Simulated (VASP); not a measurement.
# BaTiO3 (Pm-3m) in VASP: Born charges and dielectric tensor with LDA

Aim: the Born charges and dielectric tensor of BaTiO3 with LDA.

Everything below comes from runs of VASP 6.6.1. Logs are shortened: lines on timing, memory, paths and dates and some standing lists are left out, and cuts for length are marked.

### 1 Starting point

The structure is cubic, space group Pm-3m (No. 221). The conventional cell has a = 3.950 Å, b = 3.950 Å, c = 3.950 Å, α = 90.00°, β = 90.00°, γ = 90.00°. Ba (site symmetry m-3m) is surrounded by 12 O at 2.79 Å. Ti (site symmetry m-3m) is surrounded by 6 O at 1.97 Å. O (site symmetry 4/mmm) has 2 Ti at 1.97 Å as nearest neighbours.

### 2 Born charges and dielectric tensor, LDA

File INCAR:

```
  PREC = Accurate
  ENCUT = 600
  EDIFF = 1E-8
  ISMEAR = 0
  SIGMA = 0.02
  LREAL = F
  LASPH = T
  NELM = 60
  ALGO = Normal
  ISIF = 2
  LWAVE = F
  LCHARG = F
  LEPSILON = T
  IBRION = 8
  NSW = 1
```

File KPOINTS:

```
regular mesh
0
Gamma
  8 8 8
```

File POSCAR:

```
BaTiO3
1.0
    3.9496200000      0.0000000000      0.0000000000
    0.0000000000      3.9496200000      0.0000000000
    0.0000000000      0.0000000000      3.9496200000
Ba Ti O
1 1 3
Direct
    0.0000000000      0.0000000000      0.0000000000
    0.5000000000      0.5000000000      0.5000000000
    0.5000000000      0.5000000000      0.0000000000
    0.0000000000      0.5000000000      0.5000000000
    0.5000000000      0.0000000000      0.5000000000
```

Potentials or basis: VASP PAW LDA potentials, release 64 (Ba_sv, Ti_sv, O).

Command:

```console
cat potpaw_LDA.64/Ba_sv/POTCAR potpaw_LDA.64/Ti_sv/POTCAR potpaw_LDA.64/O/POTCAR > POTCAR
mpirun -np 1 vasp_std > vasp.out
```

OUTCAR:

```text
PREC = Accurate
   ENCUT = 600
   EDIFF = 1E-8
   ISMEAR = 0
   LREAL = F
   LASPH = T
   NELM = 60
   ISIF = 2
   LEPSILON = T
   IBRION = 8
   NSW = 1

 ion  position               nearest neighbor table
   1  0.000  0.000  0.000-   3 2.79   4 2.79   5 2.79   4 2.79   5 2.79   3 2.79   4 2.79   4 2.79
                             3 2.79   5 2.79   5 2.79   3 2.79   2 3.42   2 3.42   2 3.42   2 3.42
   2  0.500  0.500  0.500-   3 1.97   4 1.97   5 1.97   3 1.97   5 1.97   4 1.97   1 3.42   1 3.42
                             1 3.42   1 3.42   1 3.42   1 3.42   1 3.42   1 3.42
   3  0.500  0.500  0.000-   2 1.97   2 1.97   1 2.79   1 2.79   1 2.79   1 2.79
   4  0.000  0.500  0.500-   2 1.97   2 1.97   1 2.79   1 2.79   1 2.79   1 2.79
   5  0.500  0.000  0.500-   2 1.97   2 1.97   1 2.79   1 2.79   1 2.79   1 2.79

  LATTYP: Found a simple cubic cell.
 ALAT       =     3.9496200000

  Lattice vectors:

 A1 = (   3.9496200000,   0.0000000000,   0.0000000000)
 A2 = (   0.0000000000,   3.9496200000,   0.0000000000)
 A3 = (   0.0000000000,   0.0000000000,   3.9496200000)

Analysis of symmetry for initial positions (statically):
=====================================================================
 Subroutine PRICEL returns:
 Original cell was already a primitive cell.

 Routine SETGRP: Setting up the symmetry group for a
 simple cubic supercell.

 Subroutine GETGRP returns: Found 48 space group operations
 (whereof 48 operations were pure point group operations)
 out of a pool of 48 trial point group operations.

The static configuration has the point symmetry O_h .

Analysis of symmetry for dynamics (positions and initial velocities):
=====================================================================
 Subroutine PRICEL returns:
 Original cell was already a primitive cell.

 Routine SETGRP: Setting up the symmetry group for a
 simple cubic supercell.

 Subroutine GETGRP returns: Found 48 space group operations
 (whereof 48 operations were pure point group operations)
 out of a pool of 48 trial point group operations.

The dynamic configuration has the point symmetry O_h .

 Subroutine INISYM returns: Found 48 space group operations
 (whereof 48 operations are pure point group operations),
 and found     1 'primitive' translations

----------------------------------------------------------------------------------------

                                     Primitive cell

  volume of cell :      61.6121

  direct lattice vectors                    reciprocal lattice vectors
     3.949620000  0.000000000  0.000000000     0.253188914  0.000000000  0.000000000
     0.000000000  3.949620000  0.000000000     0.000000000  0.253188914  0.000000000
     0.000000000  0.000000000  3.949620000     0.000000000  0.000000000  0.253188914

  length of vectors
     3.949620000  3.949620000  3.949620000     0.253188914  0.253188914  0.253188914

  position of ions in fractional coordinates (direct lattice)
     0.000000000  0.000000000  0.000000000
     0.500000000  0.500000000  0.500000000
     0.500000000  0.500000000  0.000000000
     0.000000000  0.500000000  0.500000000
[... 873 lines left out ...]
    -0.01089  0.00000  0.00000
     0.00000 -0.01089 -0.00000
    -0.00000  0.00000  0.02655

 MACROSCOPIC STATIC DIELECTRIC TENSOR (including local field effects in DFT)
 ------------------------------------------------------
           6.790517    -0.000000    -0.000000
           0.000000     6.790517     0.000000
           0.000000    -0.000000     6.790517
 ------------------------------------------------------

 PIEZOELECTRIC TENSOR (including local field effects)  for field in x, y, z        (e  Angst)
          XX          YY          ZZ          XY          YZ          ZX
  --------------------------------------------------------------------------------
  x     0.00000     0.00000     0.00000     0.00000     0.00000     0.00000
  y     0.00000     0.00000     0.00000     0.00000     0.00000     0.00000
  z     0.00000     0.00000     0.00000     0.00000     0.00000     0.00000

 PIEZOELECTRIC TENSOR (including local field effects)  for field in x, y, z        (C/m^2)
          XX          YY          ZZ          XY          YZ          ZX
  --------------------------------------------------------------------------------
  x     0.00000     0.00000     0.00000     0.00000     0.00000     0.00000
  y     0.00000     0.00000     0.00000     0.00000     0.00000     0.00000
  z     0.00000     0.00000     0.00000     0.00000     0.00000     0.00000

 BORN EFFECTIVE CHARGES (including local field effects) (in |e|, cummulative output)
 ---------------------------------------------------------------------------------
 ion    1
    1     2.75930     0.00000     0.00000
    2     0.00000     2.75930     0.00000
    3     0.00000     0.00000     2.75930
 ion    2
    1     7.40575     0.00000    -0.00000
    2    -0.00000     7.40575     0.00000
    3     0.00000    -0.00000     7.40575
 ion    3
    1    -2.16777     0.00000    -0.00000
    2     0.00000    -2.16777    -0.00000
    3    -0.00000    -0.00000    -5.82951
 ion    4
    1    -5.82951    -0.00000     0.00000
    2    -0.00000    -2.16777     0.00000
    3    -0.00000     0.00000    -2.16777
 ion    5
    1    -2.16777     0.00000     0.00000
    2    -0.00000    -5.82951    -0.00000
    3    -0.00000     0.00000    -2.16777

 INTERNAL STRAIN TENSOR FOR ION    5 for displacements in x,y,z  (eV/Angst):
          X           Y           Z          XY          YZ          ZX
  --------------------------------------------------------------------------------
  x     0.00000     0.00000     0.00000     0.00000     0.00000     0.00000
  y     0.00000     0.00000     0.00000     0.00000     0.00000     0.00000
  z     0.00000     0.00000     0.00000     0.00000     0.00000     0.00000

 SECOND DERIVATIVES (NOT SYMMETRIZED)
 ------------------------------------
               1X          1Y          1Z          2X          2Y          2Z          3X          3Y          3Z          4X          4Y          4Z          5X          5Y          5Z
  1X    -7.236518   -0.000000    0.000000    3.787062    0.000000   -0.000000    1.083408    0.000000    0.000000    1.282640    0.000000    0.000000    1.083408   -0.000000    0.000000
  1Y    -0.000000   -7.236518   -0.000000    0.000000    3.787062   -0.000000    0.000000    1.083408    0.000000   -0.000000    1.083408   -0.000000    0.000000    1.282640   -0.000000
  1Z     0.000000    0.000000   -7.236518   -0.000000    0.000000    3.787062   -0.000000    0.000000    1.282640    0.000000    0.000000    1.083408   -0.000000    0.000000    1.083408
  2X     3.773649    0.000000   -0.000000   -0.801947   -0.000000   -0.000000    0.470406    0.000000    0.000000   -3.912513    0.000000    0.000000    0.470406    0.000000   -0.000000
  2Y     0.000000    3.773649   -0.000000    0.000000   -0.801947   -0.000000    0.000000    0.470406    0.000000   -0.000000    0.470406    0.000000    0.000000   -3.912513    0.000000
  2Z     0.000000    0.000000    3.773649    0.000000    0.000000   -0.801947   -0.000000   -0.000000   -3.912513    0.000000    0.000000    0.470406    0.000000   -0.000000    0.470406
  3X     1.082762    0.000000    0.000000    0.435217    0.000000    0.000000   -5.619782    0.000000    0.000000    4.717755    0.000000    0.000000   -0.615952    0.000000    0.000000
  3Y     0.000000    1.082762    0.000000    0.000000    0.435217    0.000000    0.000000   -5.619782    0.000000    0.000000   -0.615952    0.000000    0.000000    4.717755    0.000000
  3Z    -0.000000   -0.000000    1.278163   -0.000000   -0.000000   -3.897659    0.000000    0.000000   -6.796237   -0.000000   -0.000000    4.707866   -0.000000   -0.000000    4.707866
  4X     1.278163   -0.000000   -0.000000   -3.897659   -0.000000    0.000000    4.707866    0.000000   -0.000000   -6.796237    0.000000   -0.000000    4.707866   -0.000000   -0.000000
  4Y     0.000000    1.082762    0.000000    0.000000    0.435217    0.000000    0.000000   -0.615952    0.000000    0.000000   -5.619782    0.000000    0.000000    4.717755    0.000000
  4Z     0.000000    0.000000    1.082762    0.000000    0.000000    0.435217    0.000000    0.000000    4.717755    0.000000    0.000000   -5.619782    0.000000    0.000000   -0.615952
  5X     1.082762    0.000000    0.000000    0.435217    0.000000    0.000000   -0.615952    0.000000    0.000000    4.717755    0.000000    0.000000   -5.619782    0.000000    0.000000
  5Y    -0.000000    1.278163   -0.000000   -0.000000   -3.897659   -0.000000    0.000000    4.707866   -0.000000    0.000000    4.707866   -0.000000   -0.000000   -6.796237    0.000000
  5Z     0.000000    0.000000    1.082762    0.000000    0.000000    0.435217    0.000000    0.000000    4.717755    0.000000    0.000000   -0.615952    0.000000    0.000000   -5.619782

 Eigenvectors and eigenvalues of the dynamical matrix
 ----------------------------------------------------

   1 f  =   14.338429 THz    90.091007 2PiTHz  478.278513 cm-1    59.298951 meV
             X         Y         Z           dx          dy          dz
      0.000000  0.000000  0.000000    -0.003759   -0.004115   -0.000000
      1.974810  1.974810  1.974810     0.096546    0.105673   -0.000000
      1.974810  1.974810  0.000000    -0.321872   -0.352301   -0.000000
      0.000000  1.974810  1.974810     0.488280   -0.352301    0.000000
      1.974810  0.000000  1.974810    -0.321872    0.534442    0.000000
[... 105 lines left out ...]
  15 f/i=    4.564488 THz    28.679521 2PiTHz  152.254915 cm-1    18.877195 meV
             X         Y         Z           dx          dy          dz
      0.000000  0.000000  0.000000    -0.002591    0.008481   -0.000007
      1.974810  1.974810  1.974810    -0.199323    0.652432   -0.000542
      1.974810  1.974810  0.000000     0.095582   -0.312862    0.000450
      0.000000  1.974810  1.974810     0.165405   -0.312862    0.000260
      1.974810  0.000000  1.974810     0.095582   -0.541412    0.000260

--------------------------------------------------------------------------------------------------------

 MACROSCOPIC STATIC DIELECTRIC TENSOR IONIC CONTRIBUTION
 ------------------------------------------------------
           0.348501     0.000000     0.000000
           0.000000     0.348501    -0.000000
           0.000000    -0.000000     0.348501
 ------------------------------------------------------

 ELASTIC MODULI CONTR FROM IONIC RELAXATION (kBar)
 Direction    XX          YY          ZZ          XY          YZ          ZX
 --------------------------------------------------------------------------------
 XX           0.0000      0.0000      0.0000      0.0000      0.0000      0.0000
 YY           0.0000      0.0000      0.0000      0.0000      0.0000      0.0000
 ZZ           0.0000      0.0000      0.0000      0.0000      0.0000      0.0000
 XY           0.0000      0.0000      0.0000      0.0000      0.0000      0.0000
 YZ           0.0000      0.0000      0.0000      0.0000      0.0000      0.0000
 ZX           0.0000      0.0000      0.0000      0.0000      0.0000      0.0000
 --------------------------------------------------------------------------------

 PIEZOELECTRIC TENSOR IONIC CONTR  for field in x, y, z        (C/m^2)
          XX          YY          ZZ          XY          YZ          ZX
  --------------------------------------------------------------------------------
  x     0.00000     0.00000     0.00000     0.00000     0.00000     0.00000
  y     0.00000     0.00000     0.00000     0.00000     0.00000     0.00000
  z     0.00000     0.00000     0.00000     0.00000     0.00000     0.00000
```

Run time: 17 min. Hardware: 1 thread of Intel Xeon 6975P-C (Granite Rapids), shared host; peak memory 0.68 GiB.

Results:

```
Band gap on the k mesh                                  : 1.73 eV, indirect (least direct gap 1.83 eV)
Electronic dielectric tensor (diagonal)                 : 6.79
Born charges (mean of the diagonal)                     : Ba +2.76; Ti +7.41; O -3.39 e
Highest phonon frequency at Γ, LO-TO splitting left out : 478 cm⁻¹
Most unstable mode                                      : 152i cm⁻¹
```

Phonon frequencies in cm⁻¹ (negative: imaginary):
| q point | frequencies |
| --- | --- |
| (0.000, 0.000, 0.000) | -152 -152 -152 1 1 1 187 187 187 292 292 292 478 478 478 |

Electronic dielectric tensor:
```
6.79 0.00 0.00
0.00 6.79 0.00
0.00 0.00 6.79
```

Born effective charge tensors (e):
atom 1, Ba
```
2.76 0.00 0.00
0.00 2.76 0.00
0.00 0.00 2.76
```
atom 2, Ti
```
7.41 0.00 0.00
0.00 7.41 0.00
0.00 0.00 7.41
```
atom 3, O
```
-2.17  0.00  0.00
 0.00 -2.17  0.00
 0.00  0.00 -5.83
```
atom 4, O
```
-5.83  0.00  0.00
 0.00 -2.17  0.00
 0.00  0.00 -2.17
```
atom 5, O
```
-2.17  0.00  0.00
 0.00 -5.83  0.00
 0.00  0.00 -2.17
```

Caveat: some modes are imaginary; spin-orbit coupling is left out, which moves the levels of the heavy elements.
